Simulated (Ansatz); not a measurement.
Runs of Ansatz 0.2.0 on PbSe. It takes space group Pm-3m (No. 221, cubic). The conventional cell has a = 3.784 Å, b = 3.784 Å, c = 3.784 Å, α = 90.00°, β = 90.00°, γ = 90.00°. Pb (site symmetry m-3m) is surrounded by 8 Se at 3.28 Å. Se (site symmetry m-3m) is surrounded by 8 Pb at 3.28 Å. Measurements of this composition are mostly on another form, of space group No. 225.

| share of exact exchange | gap on the mesh (eV) | pressure (GPa) |
| --- | --- | --- |
| 0.25 | none | (a) |
| 0.05 | none | (b) |
| 0.1 | none | -0.1 |
| 0.2 | none | -0.7 |
| 0.3 | none | -1.3 |

Alike in all rows: task single point; level HSE06 form with a typed share of exact exchange; potentials or basis Ansatz PAW; no spin polarisation; cell as given; k mesh 4 × 4 × 4; cutoff (eV) 420; smearing fermi-dirac 0.05 eV; the mesh is coarse, so values aren't converged.

Q: Estimate the missing entries.

A: (a) -1.0; (b) 0.2.

Caveats: all runs use coarse meshes; the PAW data sets come from PBE, with cores solved anew for the run's functional, which leaves a small shift of forces and pressure; the thresholds are loose for stress.

A k mesh can miss the band edges, and the runs leave out spin-orbit coupling on Pb, Se.

A gap of «none» marks a metal or a gap under the smearing width.
